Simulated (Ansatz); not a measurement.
# TiO2 monolayer (2H): following an unstable mode

Wanted: the energy along a soft mode of TiO2 monolayer (2H) and the structure at the end.

Main program and level: Ansatz 0.2.0; DFT LDA, scalar-relativistic, plane waves, PAW.

## Step 1: Set-up

The cell holds 3 atoms: 1 Ti and 2 O. Cell: a = 2.824 Å, b = 2.824 Å, c = 28.700 Å, α = 90.0°, β = 90.0°, γ = 120.0°. Vacuum lies along c.

As a file:

```cif
data_structure
_symmetry_space_group_name_H-M 'P 1'
_symmetry_Int_Tables_number 1
_cell_length_a 2.8240
_cell_length_b 2.8240
_cell_length_c 28.7000
_cell_angle_alpha 90.000
_cell_angle_beta 90.000
_cell_angle_gamma 120.000
_cell_volume 198.22
loop_
_atom_site_label
_atom_site_type_symbol
_atom_site_fract_x
_atom_site_fract_y
_atom_site_fract_z
_atom_site_occupancy
Ti1 Ti 0.33333 0.66667 0.34843 1
O2 O 0.66667 0.33333 0.38712 1
O3 O 0.66667 0.33333 0.30975 1
```

## Step 2: Phonons on a q mesh

The cell comes from relaxations at this level that are not shown. Stability and thermal properties need the whole zone. Linear response on a 6×6×1 q mesh gives force constants as far as a supercell of that size would.

Input file input.yaml:

```yaml
crystal:
  lattice:
    - [2.8240035933, 0.0, 0.0]
    - [-1.4120017967, 2.4456588521, 0.0]
    - [0.0, 0.0, 28.7]
  atoms:
    - { symbol: Ti, position: [0.3333333333, 0.6666666667, 0.3484320557] }
    - { symbol: O, position: [0.6666666667, 0.3333333333, 0.3871158937] }
    - { symbol: O, position: [0.6666666667, 0.3333333333, 0.3097482178] }
  periodic: [true, true, false]
kpoints:
  mp_grid: { grid: [12, 12, 1] }
hamiltonian:
  xc: lda
scf:
  occupations: { method: fixed }
output:
  eigenvalues: true
phonons:
  method: dfpt
  dielectric: true
  raman: true
  qmesh: [6, 6, 1]
  temperatures: { t_max: 1000, t_step: 50 }
  qpath:
    path:
      - [0.0, 0.0, 0.0]
      - [0.5, 0.0, 0.0]
      - [0.33333333, 0.33333333, 0.0]
      - [0.0, 0.0, 0.0]
    npoints: 10
  isolated: true
```

Started as:

```bash
> ansatz run input.yaml --threads 8 --pin off --max-ram 14336MiB --backend cpu --events-out ev --progress --plain --runs-dir out
```

Numbers of over 12 decimals in the logs are rounded to 6 here.

What it wrote:

```text
Warning: phonons: the dynamical matrix that this run interpolates holds no multipole term above the dipole-dipole one, and a site of this crystal is no centre of inversion, so its interpolated transverse optical and acoustic branches and sound speeds can stay off near Gamma, and the density of states and the thermodynamics with them. What a run solves at a wave vector of phonons.qpoints, Gamma apart, where the deck admits one, is free of this, and under fd what a larger phonons.supercell samples
Warning: phonons.dielectric: true without phonons.rigid_motions: the static dielectric tensor ε⁰ will be withheld (ε∞, Z* and the rows of modes are given); for a crystal or a slab, whose only rigid motions are the translations, set phonons.rigid_motions: translations
Warning: crystal.symmetry: narrowed to the stabiliser of the run's FFT grids — unitary ops 12 → 6. A phonons.method: dfpt run fills in the rows of the dynamical matrix that it does not solve by its symmetry operations, which is exact only for operations that map its FFT grids onto themselves: filled in by any other, the frequencies could depend on the order in which like atoms are typed, or, by more than the grids' own error, on where the crystal sits among the grids' points. Excluded: 6 operations. The run can therefore solve more perturbations, solve them on more k-points, or both, and cost more. [rest of the remark cut]
Engine: ansatz 0.2.0, x86_64-unknown-linux-gnu
Pseudopotentials: kind: paw
Pseudopotential: Ti, paw, valence charge 12, recommended cutoff 420 eV (normal), Ti.paw.azcp
Pseudopotential: O, paw, valence charge 6, recommended cutoff 420 eV (normal), O.paw.azcp
Functional definition: SPW92
  exchange = slater_x
  correlation = pw_c
Crystal: 3 atoms, lattice volume = 198.218 Å³
Basis set: ecut = 420 eV, 3899 PW (Γ), exchange–correlation on 40×40×384 points (8 copies of the dense FFT grid, shifted against one another)
Bands: 16, of which v1, the nominal top of the filled ones, is band 12 counted from 1 (11 counted from 0)
Symmetry: 12 space group operations
k-points: 43 of 144 (irreducible under 2 space group operations, time reversal used)
Non-local potential: Ti, projectors of the file, l = 0: 3, l = 1: 2, l = 2: 3, l = 3: 1
Non-local potential: O, projectors of the file, l = 0: 2, l = 1: 2, l = 2: 1
PAW form: soft (Blöchl's): semilocal exchange-correlation on the pseudo side does not see the compensation charge
PAW frozen core: Ti, regenerated for the run's functional, and the local potential with it (the file was generated under x = pbe(κ = 0.804, μ = 0.219515), c = pbe(β = 0.066725))
PAW frozen core: O, regenerated for the run's functional, and the local potential with it (the file was generated under x = pbe(κ = 0.804, μ = 0.219515), c = pbe(β = 0.066725))
PAW one-centre angular grid: Ti, 590 points (default); XC on 64 Gauss nodes
PAW one-centre angular grid: O, 110 points (default); XC on 64 Gauss nodes
Initial density: superposition of atomic densities (neutral atoms: chi_scale 0, normalization atom), corrected by the library's trained network
Initial wavefunctions: pseudopotential atomic-orbital guess
Functional: x = slater, c = lda
SCF iter   1: F=—  HF=-3563.291529 eV  |F-HF|=—  |Δ(HF+E_count)|=         —  Δρ=9.03e-3  dr2=1.05e-1  ethr=1.77e-3  ⟨swp⟩=7.3  Hψ=4547  notcnv=0  defer=76
preconditioner: auto → none  [insulator: Δε(μ)=1.105 eV  Ē_g=9.854 eV  n_scr=16 (ndim 8)  ℏωp=10.5 eV  f_vac=0.820  ε∞_Penn≈2.1]
SCF iter   2: F=—  HF=-3563.295407 eV  |F-HF|=—  |Δ(HF+E_count)|=   3.88e-3  Δρ=9.30e-3  dr2=1.93e-1  ethr=4.39e-4  ⟨swp⟩=3.4  Hψ=1909  notcnv=0  defer=75
SCF iter   3: F=—  HF=-3563.266065 eV  |F-HF|=—  |Δ(HF+E_count)|=   2.93e-2  Δρ=3.27e-3  dr2=1.43e-2  ethr=4.39e-4  ⟨swp⟩=3.1  Hψ=1200  notcnv=0  defer=77
SCF iter   4: F=—  HF=-3563.263685 eV  |F-HF|=—  |Δ(HF+E_count)|=   2.38e-3  Δρ=9.37e-4  dr2=6.13e-4  ethr=5.97e-5  ⟨swp⟩=3.2  Hψ=1340  notcnv=0  defer=85
SCF iter   5: F=—  HF=-3563.263718 eV  |F-HF|=—  |Δ(HF+E_count)|=   3.36e-5  Δρ=1.55e-4  dr2=1.50e-5  ethr=2.55e-6  ⟨swp⟩=3.3  Hψ=1531  notcnv=0  defer=86
SCF iter   6: F=—  HF=-3563.263732 eV  |F-HF|=—  |Δ(HF+E_count)|=   1.41e-5  Δρ=3.55e-5  dr2=1.36e-6  ethr=6.24e-8  ⟨swp⟩=3.4  Hψ=1581  notcnv=0  defer=86
SCF iter   7: F=—  HF=-3563.263809 eV  |F-HF|=—  |Δ(HF+E_count)|=   7.71e-5  Δρ=8.11e-6  dr2=4.90e-8  ethr=5.69e-9  ⟨swp⟩=3.5  Hψ=1571  notcnv=0  defer=79
SCF iter   8: F=—  HF=-3563.263810 eV  |F-HF|=—  |Δ(HF+E_count)|=   6.37e-7  Δρ=1.72e-6  dr2=3.13e-9  ethr=2.04e-10  ⟨swp⟩=3.8  Hψ=1394  notcnv=0  defer=79
SCF iter   9: F=-3563.263810 eV  HF=-3563.263810 eV  |F-HF|=1.18e-11  |Δ(HF+E_count)|=   1.68e-9  Δρ=1.48e-7  dr2=1.94e-11  ethr=1.00e-12  ⟨swp⟩=17.7  Hψ=7788  notcnv=0
SCF 1 converged in 9 iterations: F = -3563.263810 eV  dr2 = 1.94e-11
  greatest PAW one-centre occupation: 0.999 electrons in one spin orbital (limit 2), on the Ti atom at site 0 (counted from 0), in its partial waves of l = 0
DFPT response loops at Γ: preconditioner auto → none (the input reference at scf.mixing.eps_inf says where Resta's filter doesn't serve); β = 0.50; Broyden in place of MSR1
── the response to a field inside a basis, on 12×12×1 k-points: an SCF that follows is theirs, and a resumed run solves both again ──
Bands: 13, of which v1, the nominal top of the filled ones, is band 12 counted from 1 (11 counted from 0)
k-points: 42 of 144 (irreducible under 2 space group operations, time reversal used)
Initial density: handed on by an earlier stage of this run
Initial wavefunctions: pseudopotential atomic-orbital guess (no wavefunctions were taken with the density)
Eigensolver: Dense (42 Hₖ)
SCF iter   1: F=—  HF=-3563.267191 eV  |F-HF|=—  |Δ(HF+E_count)|=         —  Δρ=2.53e-4  dr2=2.59e-5  ethr=1.00e-1
preconditioner: auto → none  [insulator: Δε(μ)=1.175 eV  Ē_g=7.747 eV  n_scr=16 (ndim 8)  ℏωp=10.5 eV  f_vac=0.816  ε∞_Penn≈2.9]
SCF iter   2: F=—  HF=-3563.267186 eV  |F-HF|=—  |Δ(HF+E_count)|=   4.86e-6  Δρ=1.40e-4  dr2=3.37e-5  ethr=1.08e-7
SCF iter   3: F=—  HF=-3563.267188 eV  |F-HF|=—  |Δ(HF+E_count)|=   1.80e-6  Δρ=1.50e-4  dr2=4.26e-5  ethr=1.08e-7
SCF iter   4: F=—  HF=-3563.267181 eV  |F-HF|=—  |Δ(HF+E_count)|=   6.84e-6  Δρ=2.02e-5  dr2=3.10e-7  ethr=1.08e-7
SCF iter   5: F=—  HF=-3563.267181 eV  |F-HF|=—  |Δ(HF+E_count)|=   2.45e-8  Δρ=3.01e-6  dr2=4.91e-9  ethr=1.29e-9
SCF iter   6: F=-3563.267181 eV  HF=-3563.267181 eV  |F-HF|=6.46e-11  |Δ(HF+E_count)|=  7.99e-10  Δρ=3.06e-7  dr2=8.66e-11  ethr=2.05e-11
SCF 1 converged in 6 iterations: F = -3563.267181 eV  dr2 = 8.66e-11
DFPT response loops at Γ: mixed as the last ones told, above
DFPT response loops at Γ: mixed as the last ones told, above
NSCF: frozen V_eff on 19 k-points
NSCF: frozen V_eff on 156 k-points
DFPT response loops at q = (0, 0.166667, 0) (fractional): mixed as the last ones told, above
NSCF: frozen V_eff on 156 k-points
DFPT response loops at q = (0, 0.333333, 0) (fractional): mixed as the last ones told, above
NSCF: frozen V_eff on 86 k-points
DFPT response loops at q = (0, -0.5, 0) (fractional): mixed as the last ones told, above
NSCF: frozen V_eff on 288 k-points
DFPT response loops at q = (0.166667, 0.166667, 0) (fractional): mixed as the last ones told, above
NSCF: frozen V_eff on 288 k-points
DFPT response loops at q = (0.166667, 0.333333, 0) (fractional): mixed as the last ones told, above
NSCF: frozen V_eff on 156 k-points
DFPT response loops at q = (0.333333, 0.333333, 0) (fractional): mixed as the last ones told, above
SCF converged after 9 iterations
Free energy (F): -3563.263810 eV
Harris-Foulkes:  -3563.263810 eV  (|F-HF|=1.18e-11)
Internal energy: -3563.263810 eV  (E = F + TS)
E sigma→0 (E₀):  -3563.263810 eV
Fermi energy:    -8.890099 eV
--- Per-component energies (eV) ---
  E_band       = -617.647512
  E_kinetic    = 622.412466
  E_local      = -47721.069444  (includes V_loc(G=0)·N_el)
  E_nonlocal   = 107.642003
  E_hartree    = 23462.310796
  E_xc         = -242.591834
  E_vxc        = -309.321271  (∫ρ·V_xc dr)
  E_paw        = -1291.014977  (= ΣΔE_a)
  E_vpaw       = -241.937858  (= ΣTr[D̂ρ^β])
  E_aug_tail   = 0.005121  (compensation charges beyond the density's cutoff)
  E_ewald      = 21498.522267
  E_core_change = 0.519793  (= ΣΔE_core)
  E_smearing   = -0.000000  (= −TS)
  E_closure    = -0.000000  (closes the sum)
  Σ components = -3563.263810   (vs F -3563.263810, Δ=0.00e0)
--- Band table (eV; the first three rows and the last of 43) ---
  k-point 0: bands = [... 8 lower, -11.9366, -10.5108, -10.5108, -9.1977, -5.6259, -4.3864, -4.3864, -4.3739]
  k-point 1: bands = [... 8 lower, -11.8408, -10.7106, -10.6260, -9.0866, -5.8655, -4.4439, -4.4082, -4.2902]
  k-point 2: bands = [... 8 lower, -11.5757, -11.1329, -10.9163, -8.9522, -6.4334, -4.4932, -4.4636, -4.1477]
  k-point 42: bands = [... 8 lower, -11.9560, -11.1724, -10.9618, -9.0995, -7.7135, -5.1204, -3.9227, -3.7784]
--- Phonons (Γ-DFPT): 6 representative perturbations + reference, on 43 of 144 k-points (Σ response iterations 32) ---
  ASR residual: 1.845e-4 → 0.000e0 eV/Å²; symmetrization residual: 8.001e-6 eV/Å²
  The last average, over the group as it would stand without the narrowing to the FFT grids, took up to 3.114e-7 eV/Å² of the zone centre's force constants
  ASR residual per site (eV/Å²): 2.74e-5 1.85e-4 1.84e-4
  Γ frequencies (cm⁻¹): -307.32 -307.32 0.00 0.00 0.00 442.84 442.84 638.51 748.15
  ε∞ (high-frequency dielectric tensor):
        1.967670     0.000000     0.000000
       -0.000000     1.967670     0.000000
        0.000000     0.000000     1.117435
  α∞ (the layer's polarisability for a field applied outside it; Å, Gaussian; ε∞ is over the cell's 28.700 Å):
        2.210036     0.000000     0.000000
       -0.000000     2.210036     0.000000
        0.000000     0.000000     0.268206
  ε⁰ (static dielectric tensor): not given — the deck does not say what the cell's rigid motions are, and on a molecule in a box or a wire the rigid rotations would enter the sum over the modes at Γ. For a crystal or a slab, whose only rigid motions are the translations, set phonons.rigid_motions: translations.
  Born effective charges Z* (e; rows j = field, columns β = displacement):
    site 0:
         4.91905    0.00000    0.00000
        -0.00000    4.91905    0.00000
         0.00000    0.00000    0.63725
    site 1:
        -2.45953    0.00000    0.00000
         0.00000   -2.45953    0.00000
        -0.00000    0.00000   -0.31863
    site 2:
        -2.45953   -0.00000   -0.00000
         0.00000   -2.45953   -0.00000
         0.00000   -0.00000   -0.31863
  Z* charge neutrality: 9.554e-4 e pre-enforcement
  solved inside a basis spanned on kpoints, on 12×12×1 k-points: ε∞ is read to err by 4.3e-3, Z* by 1.7e-2 e (field_mesh: kpoints solves on kpoints); Z* is corrected for what the basis lacks
  Raman tensors (in the event stream and the table raman_tensors.tsv): an entry may err by 7.2e-2 Å², one of the second-order susceptibility by 9.1e-2 pm/V (basis, points and sum rule); their sum over the sites missed zero by 8.444e-5 Å² ahead of its enforcement
  optical modes at Γ without the LO–TO term, one row a degenerate level:
      ω (cm⁻¹)  modes    IR ((D/Å)²/amu)  static Raman (Å⁴/amu)  depolarisation
       -307.32      2             0.0000                16.9638           0.750
        442.84      2            58.2173               137.2861           0.750
        638.51      1             0.4885                 0.0000               —
        748.15      1             0.0000               261.2310           0.111
--- Phonons (arbitrary-q DFPT): 7 irreducible q on the 6×6×1 mesh ---
  q = [0.0000, 0.0000, 0.0000] (star 1, of the zone-centre solve; hermiticity 2.78e-7, symmetrization 1.39e-7, taken by the last average 1.08e-8): -307.32 -307.32 -0.00 0.00 0.00 442.84 442.84 638.51 748.15
  q = [0.0000, 0.1667, 0.0000] (star 6, 9 solved perturbations on 78 of 144 k-point pairs; hermiticity 4.90e-7, symmetrization 6.11e-11, taken by the last average 7.04e-8): -248.77 -246.18 68.95 116.86 223.41 426.97 571.81 660.15 745.64
  q = [0.0000, 0.3333, 0.0000] (star 6, 9 solved perturbations on 78 of 144 k-point pairs; hermiticity 3.37e-7, symmetrization 1.13e-9, taken by the last average 3.31e-8): -238.91 82.29 213.07 256.05 395.59 415.25 485.71 632.63 745.41
  q = [0.0000, -0.5000, 0.0000] (star 3, 9 solved perturbations on 43 of 144 k-point pairs; hermiticity 1.31e-5, symmetrization 1.33e-5, taken by the last average 2.00e-7): -267.89 204.45 255.87 329.37 377.50 450.44 538.82 567.49 744.52
  q = [0.1667, 0.1667, 0.0000] (star 6, 6 solved perturbations in 666 linear systems a pass and spin channel, the states on 144 of 144 k-point pairs; hermiticity 1.17e-7, symmetrization 5.76e-11, taken by the last average 2.07e-8): -234.23 -93.09 213.25 227.56 344.25 409.60 505.30 645.15 744.14
  q = [0.1667, 0.3333, 0.0000] (star 12, 9 solved perturbations on 144 of 144 k-point pairs: no pair is spared here; hermiticity 1.77e-7, symmetrization 0.00e0, taken by the last average 6.79e-8): -277.46 205.56 311.83 326.23 391.47 453.92 477.79 589.26 741.06
  q = [0.3333, 0.3333, 0.0000] (star 2, 6 solved perturbations in 327 linear systems a pass and spin channel, the states on 78 of 144 k-point pairs; hermiticity 5.47e-6, symmetrization 2.00e-6, taken by the last average 5.38e-8): -302.34 246.79 353.73 364.99 441.81 462.41 466.19 539.91 736.57
  sum rule: each row above includes the acoustic sum rule's correction from the zone centre's row sums; it moved no ω² by more than (1.77 cm⁻¹)²
  mesh force constants: q→R imaginary residual 1.39e-16; ASR residual 1.845e-4 → 0.000e0 eV/Å²; symmetrization residual 4.263e-14 eV/Å²
  interpolated dispersion: 31 rows × 9 modes
  density of states and harmonic sums: on the 30×30×1 q-mesh, interpolated from the force constants of a 6×6×1 supercell (with the dipole–dipole term)
  largest difference from the sums on the solved wave vectors: F 2.19e-2 eV, S 3.00e-5 and C_V 7.97e-6 eV/K
  zero-point energy: 0.201511 eV/cell   skipped modes (ω ≤ 0): 128, of them read as no rigid motion or as one in doubt: 125 (1.348e0 modes/cell left out, lowest -307.32 cm⁻¹)   left out of the sums: 1.50e-1 of the cell's modes: C_V's classical limit lies that fraction below 3 k_B per atom; for a crystal, a wire or a layer, F and S can be off by more, and a phonons.interpolated_qmesh denser along its periods is the remedy for the sampling
```

Wall time 3.6 min (8 threads of Intel Xeon 6975P-C (Granite Rapids), shared host); peak memory 2.1 GiB.

Numbers from this step:

- gap on the k-mesh: 1.177 eV
- sum-rule residual before enforcement: 1.85e-4 eV/Å²
- miss of the charge sum rule: 9.55e-4 e
- estimated error of the dielectric tensor: 0.004343
- estimated error of the Born charges: 0.01738 e
- lowest frequency on the path: -307.3 cm⁻¹
- point group: -6m2
- highest frequency on the path or at a solved wavevector: 748.2 cm⁻¹
- area per atom: 2.302 Å²
- highest optical mode at the zone centre (no LO-TO term): 748.1 cm⁻¹
- lowest optical zone-centre mode: -307.3 cm⁻¹
- largest Born charge (third of the trace): 3.492 e
- lowest mode on the q mesh (acoustic modes at Γ apart): -307.3 cm⁻¹

Frequencies (cm⁻¹) solved at each irreducible wavevector; negative means imaginary. Frequencies by wavevector, by row:

```
q in reciprocal lattice units  star  mode 1  mode 2  mode 3  mode 4  mode 5  mode 6  mode 7  mode 8  mode 9
                        0 0 0     1  -307.3  -307.3       0       0       0   442.8   442.8   638.5   748.1
                   0 0.1667 0     6  -248.8  -246.2      69   116.9   223.4     427   571.8   660.1   745.6
                   0 0.3333 0     6  -238.9    82.3   213.1   256.1   395.6   415.2   485.7   632.6   745.4
                     0 -0.5 0     3  -267.9   204.4   255.9   329.4   377.5   450.4   538.8   567.5   744.5
              0.1667 0.1667 0     6  -234.2   -93.1   213.2   227.6   344.2   409.6   505.3   645.1   744.1
              0.1667 0.3333 0    12  -277.5   205.6   311.8   326.2   391.5   453.9   477.8   589.3   741.1
              0.3333 0.3333 0     2  -302.3   246.8   353.7     365   441.8   462.4   466.2   539.9   736.6
```

Interpolated from a 6×6×1 q mesh, with the LO-TO term (at Γ the limit along the path; where Γ stands inside the path, tables give the limit on arrival). The phonon branches at the labelled points (cm⁻¹):

```
  point  branch 1  branch 2  branch 3  branch 4  branch 5  branch 6  branch 7  branch 8  branch 9
      Γ      -307      -307         0         0         0       443       443       638       748
halfway      -226      -163       161       170       324       411       525       656       746
      M      -268       204       256       329       378       450       539       568       744
halfway      -286       224       324       339       391       447       519       558       740
      K      -302       247       354       365       442       462       466       540       737
halfway      -234       -93       213       228       344       410       505       645       744
      Γ      -307      -307         0         0         0       443       443       638       748
```

The phonon branches as a text plot (rows in cm⁻¹):

```
    726 |********************************************************
    682 |       **
    638 |*******  ******                          ***************
    594 |   ****        ****                 *****         **
    550 |       **          *****************         *****
    506 |         ****    **      ******            **
    462 |***          ******************************         ****
    418 |   ************            ****   ******************
    374 |           **************** ********  *****
    330 |         **      **************   *******  **
    286 |       **    ****     ****               **  ***
    242 |           **  *******    ************     **   **
    198 |     **    ****  *********            ***  *****
    154 |   **  ****    **                            ***  **
    111 |     ****    **                          **     **
     67 | ******                                         *******
     23 | ****                                             *****
    -21 |*                                                      *
    -65 |           **
   -109 |                                           **
   -153 |         **
   -197 |       **                                    ***
   -241 |     ************                        *********
   -285 |*****            ************************         ******
         Γ                   M           K                      Γ
```

Symmetry leaves 7 wavevectors to solve. The lowest mode among them, the acoustic zeros apart, lies at Γ and is imaginary, 307.3i cm⁻¹, so the energy falls along it.

(Continued in part 2 of 3.)

[Logs are printed without paths, hosts, clocks, repeated set-up lines and the standing remarks that a program may print on its own settings, such as how far it seeks lower states.]

[Hosts, paths, dates, database ids (printed as entryN), source tags and the programs' standing remarks are cut or masked in the printed files.]
